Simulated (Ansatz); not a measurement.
# Ruthenium, beta-Sn type under m-r²SCAN: structure, energy and stiffness, part 2 of 2

Aim: take ruthenium in the beta-Sn type structure, relax it, solve it on a dense k-mesh, then scale the cell to 7 volumes from 88 to 112 % of the relaxed one and try a fit of the equation of state. The start is ferromagnetic. The k-meshes are 14×14×10 for the relaxation; 27×27×19 for the dense run; 19×19×13 for the volumes.

Ansatz 0.2.0; DFT, m-r2SCAN, plane waves (500 eV) with PAW, scalar-relativistic.

## Step 3: Dense single point

The input, input.yaml:

```yaml
crystal:
  lattice:
    - [-3.013039573, 2.6028371876, 1.3258539968]
    - [2.6028371876, -3.013039573, 1.3258539968]
    - [2.2683377665, 2.2683377665, -2.0771404168]
  atoms:
    - { symbol: Ru, position: [0.9802979356, 0.0197020644, 0.0], spin: 1.0 }
    - { symbol: Ru, position: [0.7697020644, 0.2302979356, 0.5], spin: 1.0 }
hamiltonian:
  xc: mr2scan
  pseudopotentials:
    kind: paw
    azcp:
      Ru: "pseudopotentials/Ru.paw.azcp"
basis:
  ecutwfc: 500
  fft_grid_basis: typed
kpoints:
  mp_grid: { grid: [27, 27, 19], shift: [0, 0, 0] }
magnetization:
  spin_polarized: true
scf:
  occupations: { method: fermi_dirac, width: 0.05 }
```

On the command line:

```sh
$ ansatz run input.yaml --threads 2 --pin off --max-ram 6144MiB --backend cpu --events-out ev --progress --plain --runs-dir out
```

The log of the run (excerpt; [...] marks lines left out):

```text
Warning: RAYON_NUM_THREADS=2 ignored (pool sized by the plan → 2); use --threads N
[...]
Pseudopotentials: kind: paw
Pseudopotential: Ru, paw, valence charge 16, recommended cutoff 500 eV (meta_gga), <dir>
Functional definition: m-r2SCAN
[...]
Crystal: 2 atoms, lattice volume = 28.994 Å³
Basis set: ecut = 500 eV, 719 PW (Γ), exchange–correlation on 128×128×120 points (64 copies of the dense FFT grid, shifted against one another)
Bands: 21, of which v1, the nominal top of the filled ones, is band 16 counted from 1 (15 counted from 0)
Symmetry: 4 space group operations
[...]
WARN: the starting moments were not kept: the SCF closed with an absolute magnetisation of 5.2e-6 μB, where they sum to 2 μB in size (2 sites). That is at most 0.1 of that sum. Measured as dr2_m measures the in/out step, that magnetisation stands 3.2e-12 eV from none, at or under the [...]
this state was not tested for a lower state beside it, because the mixer in use, unlike msr1, does not test its closes by its own steps (another_mixer; see scf.mixing.algorithm and scf.lower_state_search)
SCF converged after 15 iterations
Magnetization: -0.0000 μB (16.0000 up, 16.0000 down)
Absolute magnetization: 0.0000 μB (∫|ρ↑−ρ↓|, with the PAW one-centre terms)
Spin contamination: 0.0000 ħ² per cell (⟨S²⟩ above its minimum at these occupations)
Per-site moments (μB) at R_I (Å): [(-3.94984012809098e-8, 1.04745232678634), (-3.949840142228328e-8, 1.04745232678634)]
Free energy (F): -11780.760388 eV
[...]
E sigma→0 (E₀):  -11780.754534 eV
Entropy (-TS):   -0.011706 eV (-5.853 meV/atom)
Fermi energy:    21.611679 eV
[...]
```

Run time: 4.6 min. Hardware: 2 threads of AMD EPYC 7R43 (Zen 3), shared host; peak memory 3.8 GiB.

## Step 4: Equation of state: 88 %

The input, input.yaml:

```yaml
crystal:
  lattice:
    - [-2.887347528, 2.4942571571, 1.2705446336]
    - [2.4942571571, -2.887347528, 1.2705446336]
    - [2.1737117233, 2.1737117233, -1.9904903678]
  atoms:
    - { symbol: Ru, position: [0.9802979356, 0.0197020644, 0.0], spin: 1.0 }
    - { symbol: Ru, position: [0.7697020644, 0.2302979356, 0.5], spin: 1.0 }
hamiltonian:
  xc: mr2scan
  pseudopotentials:
    kind: paw
    azcp:
      Ru: "pseudopotentials/Ru.paw.azcp"
basis:
  ecutwfc: 500
  fft_grid_basis: typed
kpoints:
  mp_grid: { grid: [19, 19, 13], shift: [0, 0, 0] }
magnetization:
  spin_polarized: true
scf:
  occupations: { method: fermi_dirac, width: 0.05 }
  lower_state_search: "off"
output:
  stress: true
```

On the command line:

```sh
$ ansatz run input.yaml --threads 2 --pin off --max-ram 6144MiB --backend cpu --events-out ev --progress --plain --runs-dir out
```

The log of the run (excerpt; [...] marks lines left out):

```text
Warning: RAYON_NUM_THREADS=2 ignored (pool sized by the plan → 2); use --threads N
[...]
[... 3 set-up lines as earlier in the session ...]
[...]
Crystal: 2 atoms, lattice volume = 25.515 Å³
Basis set: ecut = 500 eV, 653 PW (Γ), exchange–correlation on 120×120×108 points (64 copies of the dense FFT grid, shifted against one another)
Bands: 21, of which v1, the nominal top of the filled ones, is band 16 counted from 1 (15 counted from 0)
[... 1 set-up line as earlier in the session ...]
[...]
WARN: the starting moments were not kept: the SCF closed with an absolute magnetisation of 5.4e-6 μB, where they sum to 2 μB in size (2 sites). That is at most 0.1 of that sum. Measured as dr2_m measures the in/out step, that magnetisation stands 9.3e-12 eV from none, at or under the [...]
Magnetization: -0.0000 μB (16.0000 up, 16.0000 down)
Absolute magnetization: 0.0000 μB (∫|ρ↑−ρ↓|, with the PAW one-centre terms)
Spin contamination: 0.0000 ħ² per cell (⟨S²⟩ above its minimum at these occupations)
Per-site moments (μB) at R_I (Å): [(-2.1692263624572094e-6, 1.0037567755985661), (-2.1692263624713235e-6, 1.0037567755985661)]
Free energy (F): -11780.267945 eV
[...]
E sigma→0 (E₀):  -11780.263400 eV
Entropy (-TS):   -0.009090 eV (-4.545 meV/atom)
Fermi energy:    25.300181 eV
[...]
--- Stress (GPa, compression-positive) ---
       54.220768      -0.160472       1.402445
       -0.160472      54.220768       1.402445
        1.402445       1.402445      45.601102
  P = ⅓ Tr σ = 51.3475 GPa (513.475 kbar)
```

Run time: 2.2 min. Hardware: 2 threads of AMD EPYC 7R43 (Zen 3), shared host; peak memory 1.4 GiB.

## Step 5: Equation of state: 92 %

Edit input.yaml of step 4 so:

```diff
@@ -2,5 +2,5 @@
   lattice:
-    - [-2.887347528, 2.4942571571, 1.2705446336]
-    - [2.4942571571, -2.887347528, 1.2705446336]
-    - [2.1737117233, 2.1737117233, -1.9904903678]
+    - [-2.9304486216, 2.5314903651, 1.2895107825]
+    - [2.5314903651, -2.9304486216, 1.2895107825]
+    - [2.2061599658, 2.2061599658, -2.0202035599]
   atoms:
@@ -26 +26,5 @@
   stress: true
+  write_density: true
+  write_potential: true
+  elf: true
+  volumetric_format: npy
```

On the command line:

```sh
$ ansatz run input.yaml --threads 2 --pin off --max-ram 6144MiB --backend cpu --events-out ev --progress --plain --runs-dir out
```

The log of the run (excerpt; [...] marks lines left out):

```text
Warning: RAYON_NUM_THREADS=2 ignored (pool sized by the plan → 2); use --threads N
[...]
[... 3 set-up lines as earlier in the session ...]
[...]
Crystal: 2 atoms, lattice volume = 26.675 Å³
Basis set: ecut = 500 eV, 675 PW (Γ), exchange–correlation on 120×120×120 points (64 copies of the dense FFT grid, shifted against one another)
Bands: 21, of which v1, the nominal top of the filled ones, is band 16 counted from 1 (15 counted from 0)
[... 1 set-up line as earlier in the session ...]
[...]
WARN: the starting moments were not kept: the SCF closed with an absolute magnetisation of 6.0e-6 μB, where they sum to 2 μB in size (2 sites). That is at most 0.1 of that sum. Measured as dr2_m measures the in/out step, that magnetisation stands 1.3e-11 eV from none, at or under the [...]
Spin contamination: 0.0000 ħ² per cell (⟨S²⟩ above its minimum at these occupations)
Per-site moments (μB) at R_I (Å): [(-2.4508244123429488e-6, 1.0187404290342092), (-2.450824412244044e-6, 1.0187404290342092)]
Free energy (F): -11780.560078 eV
[...]
E sigma→0 (E₀):  -11780.555274 eV
Entropy (-TS):   -0.009607 eV (-4.804 meV/atom)
Fermi energy:    23.964730 eV
[...]
--- Stress (GPa, compression-positive) ---
       31.946928      -0.094237       0.868643
       -0.094237      31.946928       0.868643
        0.868643       0.868643      26.634410
  P = ⅓ Tr σ = 30.1761 GPa (301.761 kbar)
--- Band table (eV; the first three rows and the last of 2480) ---
[... band rows left out ...]
[...]
```

Run time: 3 min. Hardware: 2 threads of AMD EPYC 7R43 (Zen 3), shared host; peak memory 1.5 GiB.

Axes a, b and c in the maps are those of this run's conventional cell (a, b, c = 2.640, 7.724, 2.616 Å).

Density in a lattice plane of the grid's cell (edges 7.72 and 2.62 Å, at 0.500 of the third edge), which holds Ru. It is the smooth density of the valence electrons, not physical close to the nuclei.

Ten even steps from '0' (0.14 e/Å³) to '9' (9.90 e/Å³):
```
000000000036731000110000
000000000001100013763000
000000000000000026996100
000000000001100013763000
000000000036731000110000
000000000169962000000000
```
Columns run along the first of these edges and rows up along the second, over one cell in 24 and 6 even steps from the bottom left corner. Atoms in the plane (fractional): Ru at (0.48, 0.00), Ru at (0.77, 0.50).

## Step 6: Equation of state: 96 %

Edit input.yaml of step 5 so:

```diff
@@ -2,5 +2,5 @@
   lattice:
-    - [-2.9304486216, 2.5314903651, 1.2895107825]
-    - [2.5314903651, -2.9304486216, 1.2895107825]
-    - [2.2061599658, 2.2061599658, -2.0202035599]
+    - [-2.9723178301, 2.5676593998, 1.3079348543]
+    - [2.5676593998, -2.9723178301, 1.3079348543]
+    - [2.2376807953, 2.2376807953, -2.0490675104]
   atoms:
```

On the command line:

```sh
$ ansatz run input.yaml --threads 2 --pin off --max-ram 6144MiB --backend cpu --events-out ev --progress --plain --runs-dir out
```

The log of the run (excerpt; [...] marks lines left out):

```text
Warning: RAYON_NUM_THREADS=2 ignored (pool sized by the plan → 2); use --threads N
[...]
[... 3 set-up lines as earlier in the session ...]
[...]
Crystal: 2 atoms, lattice volume = 27.835 Å³
Basis set: ecut = 500 eV, 683 PW (Γ), exchange–correlation on 128×128×120 points (64 copies of the dense FFT grid, shifted against one another)
Bands: 21, of which v1, the nominal top of the filled ones, is band 16 counted from 1 (15 counted from 0)
[... 1 set-up line as earlier in the session ...]
[...]
WARN: the starting moments were not kept: the SCF closed with an absolute magnetisation of 2.4e-6 μB, where they sum to 2 μB in size (2 sites). That is at most 0.1 of that sum. Measured as dr2_m measures the in/out step, that magnetisation stands 1.6e-12 eV from none, at or under the [...]
Spin contamination: 0.0000 ħ² per cell (⟨S²⟩ above its minimum at these occupations)
Per-site moments (μB) at R_I (Å): [(-3.699679901844225e-7, 1.0332958302414916), (-3.699679901072212e-7, 1.0332958302414916)]
Free energy (F): -11780.715282 eV
[...]
E sigma→0 (E₀):  -11780.710189 eV
Entropy (-TS):   -0.010185 eV (-5.093 meV/atom)
Fermi energy:    22.738369 eV
[...]
--- Stress (GPa, compression-positive) ---
       14.231563      -0.044436       0.439281
       -0.044436      14.231563       0.439281
        0.439281       0.439281      11.581043
  P = ⅓ Tr σ = 13.3481 GPa (133.481 kbar)
--- Band table (eV; the first three rows and the last of 2480) ---
[... band rows left out ...]
[...]
```

Run time: 3.1 min. Hardware: 2 threads of AMD EPYC 7R43 (Zen 3), shared host; peak memory 1.6 GiB.

## Step 7: Equation of state: 100 %

Edit input.yaml of step 6 so:

```diff
@@ -2,5 +2,5 @@
   lattice:
-    - [-2.9723178301, 2.5676593998, 1.3079348543]
-    - [2.5676593998, -2.9723178301, 1.3079348543]
-    - [2.2376807953, 2.2376807953, -2.0490675104]
+    - [-3.013039573, 2.6028371876, 1.3258539968]
+    - [2.6028371876, -3.013039573, 1.3258539968]
+    - [2.2683377665, 2.2683377665, -2.0771404168]
   atoms:
@@ -26,5 +26 @@
   stress: true
-  write_density: true
-  write_potential: true
-  elf: true
-  volumetric_format: npy
```

On the command line:

```sh
$ ansatz run input.yaml --threads 2 --pin off --max-ram 6144MiB --backend cpu --events-out ev --progress --plain --runs-dir out
```

The log of the run (excerpt; [...] marks lines left out):

```text
Warning: RAYON_NUM_THREADS=2 ignored (pool sized by the plan → 2); use --threads N
[...]
[... 3 set-up lines as earlier in the session ...]
[...]
Crystal: 2 atoms, lattice volume = 28.994 Å³
Basis set: ecut = 500 eV, 719 PW (Γ), exchange–correlation on 128×128×120 points (64 copies of the dense FFT grid, shifted against one another)
Bands: 21, of which v1, the nominal top of the filled ones, is band 16 counted from 1 (15 counted from 0)
[... 1 set-up line as earlier in the session ...]
[...]
WARN: the starting moments were not kept: the SCF closed with an absolute magnetisation of 8.2e-6 μB, where they sum to 2 μB in size (2 sites). That is at most 0.1 of that sum. Measured as dr2_m measures the in/out step, that magnetisation stands 2.3e-11 eV from none, at or under the [...]
SCF converged after 16 iterations
Magnetization: -0.0000 μB (16.0000 up, 16.0000 down)
Absolute magnetization: 0.0000 μB (∫|ρ↑−ρ↓|, with the PAW one-centre terms)
Spin contamination: 0.0000 ħ² per cell (⟨S²⟩ above its minimum at these occupations)
Per-site moments (μB) at R_I (Å): [(-3.5036966883906375e-6, 1.04745232678634), (-3.5036966883192855e-6, 1.04745232678634)]
Free energy (F): -11780.761649 eV
[...]
E sigma→0 (E₀):  -11780.756242 eV
Entropy (-TS):   -0.010815 eV (-5.407 meV/atom)
Fermi energy:    21.608665 eV
[...]
--- Stress (GPa, compression-positive) ---
        0.145576      -0.007575       0.094265
       -0.007575       0.145576       0.094265
        0.094265       0.094265      -0.363680
  P = ⅓ Tr σ = -0.0242 GPa (-0.242 kbar)
```

It took 2.4 min on 2 threads of AMD EPYC 7R43 (Zen 3), shared host; peak memory 1.6 GiB.

## Step 8: Equation of state: 104 %

Edit input.yaml of step 7 so:

```diff
@@ -2,5 +2,5 @@
   lattice:
-    - [-3.013039573, 2.6028371876, 1.3258539968]
-    - [2.6028371876, -3.013039573, 1.3258539968]
-    - [2.2683377665, 2.2683377665, -2.0771404168]
+    - [-3.0526893774, 2.6370889732, 1.3433014449]
+    - [2.6370889732, -3.0526893774, 1.3433014449]
+    - [2.2981877391, 2.2981877391, -2.1044743464]
   atoms:
```

On the command line:

```sh
$ ansatz run input.yaml --threads 2 --pin off --max-ram 6144MiB --backend cpu --events-out ev --progress --plain --runs-dir out
```

The log of the run (excerpt; [...] marks lines left out):

```text
Warning: RAYON_NUM_THREADS=2 ignored (pool sized by the plan → 2); use --threads N
[...]
[... 3 set-up lines as earlier in the session ...]
[...]
Crystal: 2 atoms, lattice volume = 30.154 Å³
Basis set: ecut = 500 eV, 763 PW (Γ), exchange–correlation on 128×128×120 points (64 copies of the dense FFT grid, shifted against one another)
Bands: 21, of which v1, the nominal top of the filled ones, is band 16 counted from 1 (15 counted from 0)
[... 1 set-up line as earlier in the session ...]
[...]
WARN: the starting moments were not kept: the SCF closed with an absolute magnetisation of 4.2e-6 μB, where they sum to 2 μB in size (2 sites). That is at most 0.1 of that sum. Measured as dr2_m measures the in/out step, that magnetisation stands 4.3e-12 eV from none, at or under the [...]
Magnetization: -0.0000 μB (16.0000 up, 16.0000 down)
Absolute magnetization: 0.0000 μB (∫|ρ↑−ρ↓|, with the PAW one-centre terms)
Spin contamination: 0.0000 ħ² per cell (⟨S²⟩ above its minimum at these occupations)
Per-site moments (μB) at R_I (Å): [(-7.466484539940532e-7, 1.0612361748947787), (-7.466484538962581e-7, 1.0612361748947787)]
Free energy (F): -11780.721589 eV
[...]
E sigma→0 (E₀):  -11780.715845 eV
Entropy (-TS):   -0.011489 eV (-5.744 meV/atom)
Fermi energy:    20.564926 eV
[...]
--- Stress (GPa, compression-positive) ---
      -11.036404       0.019599      -0.182486
        0.019599     -11.036404      -0.182486
       -0.182486      -0.182486      -9.826281
  P = ⅓ Tr σ = -10.6330 GPa (-106.330 kbar)
```

Wall time 2.3 min (2 threads of AMD EPYC 7R43 (Zen 3), shared host); peak memory 1.6 GiB.

## Step 9: Equation of state: 108 %

Edit input.yaml of step 8 so:

```diff
@@ -2,5 +2,5 @@
   lattice:
-    - [-3.0526893774, 2.6370889732, 1.3433014449]
-    - [2.6370889732, -3.0526893774, 1.3433014449]
-    - [2.2981877391, 2.2981877391, -2.1044743464]
+    - [-3.0913351177, 2.6704733903, 1.360307066]
+    - [2.6704733903, -3.0913351177, 1.360307066]
+    - [2.3272818118, 2.3272818118, -2.1311160904]
   atoms:
```

On the command line:

```sh
$ ansatz run input.yaml --threads 2 --pin off --max-ram 6144MiB --backend cpu --events-out ev --progress --plain --runs-dir out
```

The log of the run (excerpt; [...] marks lines left out):

```text
Warning: RAYON_NUM_THREADS=2 ignored (pool sized by the plan → 2); use --threads N
[...]
[... 3 set-up lines as earlier in the session ...]
[...]
Crystal: 2 atoms, lattice volume = 31.314 Å³
Basis set: ecut = 500 eV, 785 PW (Γ), exchange–correlation on 128×128×120 points (64 copies of the dense FFT grid, shifted against one another)
Bands: 21, of which v1, the nominal top of the filled ones, is band 16 counted from 1 (15 counted from 0)
[... 1 set-up line as earlier in the session ...]
[...]
WARN: the starting moments were not kept: the SCF closed with an absolute magnetisation of 9.2e-6 μB, where they sum to 2 μB in size (2 sites). That is at most 0.1 of that sum. Measured as dr2_m measures the in/out step, that magnetisation stands 2.9e-11 eV from none, at or under the [...]
Magnetization: -0.0000 μB (16.0000 up, 16.0000 down)
Absolute magnetization: 0.0000 μB (∫|ρ↑−ρ↓|, with the PAW one-centre terms)
Spin contamination: 0.0000 ħ² per cell (⟨S²⟩ above its minimum at these occupations)
Per-site moments (μB) at R_I (Å): [(-3.7884346474716805e-6, 1.074670970442332), (-3.788434647649316e-6, 1.074670970442332)]
Free energy (F): -11780.613056 eV
[...]
E sigma→0 (E₀):  -11780.606956 eV
Entropy (-TS):   -0.012201 eV (-6.100 meV/atom)
Fermi energy:    19.597932 eV
[...]
--- Stress (GPa, compression-positive) ---
      -19.884775       0.039982      -0.403658
        0.039982     -19.884775      -0.403658
       -0.403658      -0.403658     -17.299009
  P = ⅓ Tr σ = -19.0229 GPa (-190.229 kbar)
```

It took 2.4 min on 2 threads of AMD EPYC 7R43 (Zen 3), shared host; peak memory 1.7 GiB.

## Step 10: Equation of state: 112 %

Edit input.yaml of step 9 so:

```diff
@@ -2,5 +2,5 @@
   lattice:
-    - [-3.0913351177, 2.6704733903, 1.360307066]
-    - [2.6704733903, -3.0913351177, 1.360307066]
-    - [2.3272818118, 2.3272818118, -2.1311160904]
+    - [-3.1290380422, 2.7030433489, 1.3768978117]
+    - [2.7030433489, -3.1290380422, 1.3768978117]
+    - [2.3556660947, 2.3556660947, -2.1571078726]
   atoms:
```

On the command line:

```sh
$ ansatz run input.yaml --threads 2 --pin off --max-ram 6144MiB --backend cpu --events-out ev --progress --plain --runs-dir out
```

The log of the run (excerpt; [...] marks lines left out):

```text
Warning: RAYON_NUM_THREADS=2 ignored (pool sized by the plan → 2); use --threads N
[...]
[... 3 set-up lines as earlier in the session ...]
[...]
Crystal: 2 atoms, lattice volume = 32.474 Å³
Basis set: ecut = 500 eV, 813 PW (Γ), exchange–correlation on 128×128×120 points (64 copies of the dense FFT grid, shifted against one another)
Bands: 21, of which v1, the nominal top of the filled ones, is band 16 counted from 1 (15 counted from 0)
[... 1 set-up line as earlier in the session ...]
[...]
WARN: the starting moments were not kept: the SCF closed with an absolute magnetisation of 2.6e-5 μB, where they sum to 2 μB in size (2 sites). That is at most 0.1 of that sum. Measured as dr2_m measures the in/out step, that magnetisation stands 1.4e-10 eV from none, at or under the [...]
SCF converged after 19 iterations
Magnetization: 0.0000 μB (16.0000 up, 16.0000 down)
Absolute magnetization: 0.0000 μB (∫|ρ↑−ρ↓|, with the PAW one-centre terms)
Spin contamination: 0.0000 ħ² per cell (⟨S²⟩ above its minimum at these occupations)
Per-site moments (μB) at R_I (Å): [(8.007327969348912e-6, 1.0877780057816617), (8.0073279692803e-6, 1.0877780057816617)]
Free energy (F): -11780.450495 eV
[...]
E sigma→0 (E₀):  -11780.444021 eV
Entropy (-TS):   -0.012948 eV (-6.474 meV/atom)
Fermi energy:    18.699709 eV
[...]
--- Stress (GPa, compression-positive) ---
      -26.851085       0.055719      -0.579415
        0.055719     -26.851085      -0.579415
       -0.579415      -0.579415     -23.170978
  P = ⅓ Tr σ = -25.6244 GPa (-256.244 kbar)
```

Wall time 2.6 min (2 threads of AMD EPYC 7R43 (Zen 3), shared host); peak memory 1.7 GiB.

## Step 11: The equation of state

The cell was scaled evenly, with its shape and the fractional positions fixed.

| V (Å³/atom) | E − E₀ (meV/atom) | P from the stress (GPa) | P from the fit (GPa) |
| --- | --- | --- | --- |
| 12.758 | 246.4 | 51.35 | 51.41 |
| 13.337 | 100.4 | 30.18 | 30.12 |
| 13.917 | 23.0 | 13.35 | 13.28 |
| 14.497 | -0.1 | -0.02 | -0.06 |
| 15.077 | 20.1 | -10.63 | -10.66 |
| 15.657 | 74.6 | -19.02 | -19.07 |
| 16.237 | 156.1 | -25.62 | -25.74 |

A third-order Birch-Murnaghan fit gives V₀ = 14.494 Å³/atom, B₀ = 297 GPa and B₀′ = 4.8; it misses no point by more than 0.07 meV/atom.

## Step 12: Results

This closing draws on all 2 parts.

| quantity | value |
| --- | --- |
| space group (spins left aside) | Cmcm (No. 63) |
| conventional cell | a = 2.714 Å, b = 7.942 Å, c = 2.690 Å |
| volume | 14.497 Å³/atom |
| shortest distance | 2.539 Å |
| gap on the mesh | none (levels filled in part) |
| magnetic state | non-magnetic |
| relative to hcp | +330 meV/atom |
| V₀, B₀, B₀′ | 14.494 Å³/atom, 297 GPa, 4.8 |

From the guessed start the volume grew by 1.9 % in 17 steps. What began as beta-Sn type has relaxed into Cmcm. What follows belongs to that structure, not to the type named at the start. The mesh has less symmetry than the lattice, which may have let the distortion in. It lies 330 meV/atom above the element's reference form at the same level (hcp, from a run of its own), so it is far from stable. The moments die out: the run ends non-magnetic. Levels at the Fermi energy are filled in part, as in a metal. The fitted modulus is 297 GPa, among the stiffest elements; letting shape and positions relax at each volume could only lower it.
